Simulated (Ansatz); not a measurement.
# Si: two normal modes frozen in

Aim: map the energy of Si (Fd-3m, No. 227; 2 atoms in the cell) over two coordinates, and find its wells, ridges and stiffness.

Method: DFT PBE, scalar-relativistic, plane waves, PAW, in Ansatz 0.2.0.

4 further runs of the same task are left out: 4 set aside as unsound or not needed.

### 1 The starting structure

It takes space group Fd-3m (No. 227, cubic). The conventional cell has a = 5.470 Å, b = 5.470 Å, c = 5.470 Å, α = 90.00°, β = 90.00°, γ = 90.00°. Around Si (site symmetry -43m) lie 4 Si at 2.37 Å.

Coordinates:

```cif
data_structure
_symmetry_space_group_name_H-M 'Fd-3m:1'
_symmetry_Int_Tables_number 227
_cell_length_a 5.4698
_cell_length_b 5.4698
_cell_length_c 5.4698
_cell_angle_alpha 90.000
_cell_angle_beta 90.000
_cell_angle_gamma 90.000
_cell_volume 163.65
loop_
_atom_site_label
_atom_site_type_symbol
_atom_site_symmetry_multiplicity
_atom_site_Wyckoff_symbol
_atom_site_fract_x
_atom_site_fract_y
_atom_site_fract_z
_atom_site_occupancy
Si1 Si 8 a 0.50000 0.00000 0.50000 1
```

This cell was relaxed beforehand with the same method: volume 20.46 Å³/atom, gap on the mesh 0.62 eV.

### 3 Setting up the map

The energy is mapped over two normal modes frozen in (zone-centre modes of the cell shown).

- amplitude of mode 4 (503 cm⁻¹), largest displacement: 11 values from −0.060 to 0.060 Å
- amplitude of mode 5 (503 cm⁻¹), largest displacement: 11 values from −0.060 to 0.060 Å

Nothing else is relaxed (the cell and all other modes fixed). Energies count from the relaxed high-symmetry cell. Points are written as (first, second).

Displacement patterns for an amplitude of 1 (Å):

```tsv
atom	x1	y1	z1	x2	y2	z2
Si1	1.000	0.000	0.000	0.000	1.000	0.000
Si2	-1.000	0.000	0.000	0.000	-1.000	0.000
```

(The set-up runs are not shown.)

### 4 The run at (−0.060 Å, −0.060 Å)

The input, input.yaml:

```yaml
crystal:
  lattice:
    - [0.0, 2.7348812168, 2.7348812168]
    - [2.7348812168, 0.0, 2.7348812168]
    - [2.7348812168, 2.7348812168, 0.0]
  atoms:
    - { symbol: Si, position: [0.5, 0.5, 0.4780612044] }
    - { symbol: Si, position: [0.75, 0.75, 0.7719387956] }
basis:
  ecutwfc: 420
kpoints:
  mp_grid: { grid: [8, 8, 8] }
hamiltonian:
  xc: pbe
  pseudopotentials: { kind: paw }
scf:
  occupations: { method: gaussian, width: 0.05 }
output:
  forces: true
  stress: true
  eigenvalues: true
```

Started as:

```
$ ansatz run input.yaml --threads 1 --pin off --max-ram 2048MiB --backend cpu --events-out ev --progress --plain --runs-dir out
```

The session goes on with these runs: the other points that were computed.

Before running it: what results should come out? Wanted: lowest point; highest computed point; modes; band gap on the k-mesh; pressure.

The runs gave:

| quantity | value |
| --- | --- |
| lowest point | (0.000 Å, 0.000 Å), 0 meV |
| highest computed point | (−0.060 Å, −0.060 Å), 187 meV above the lowest |
| modes | 6 from 0 to 503 cm⁻¹ |
| band gap on the k-mesh (eV) | 0.00 at (−0.060 Å, −0.060 Å) to 0.65 at (0.000 Å, 0.000 Å); 0.65 at the lowest point |
| pressure (GPa) | 0.03 at (0.000 Å, 0.000 Å) to 0.97 at (−0.060 Å, −0.060 Å); 0.03 at the lowest point |
| time for all points | 2.4 min on 1 thread, shared host |

**Reading.** No mode of this cell is imaginary beyond 10 cm⁻¹; other wave vectors were not probed. The lowest computed point is at (0.000 Å, 0.000 Å), which is the relaxed high-symmetry cell itself. The grid shows no other well, apart from its symmetry copies. The highest computed point, (−0.060 Å, −0.060 Å), lies 187 meV above the lowest. Round the minimum the two coordinates are nearly uncoupled. The gap closes in part of the range. With the other coordinates free, the energies away from the reference would be the same or lower.

The gaps are Kohn-Sham values of a semilocal functional, not quasiparticle or optical gaps. Such gaps usually fall short of the measured ones.
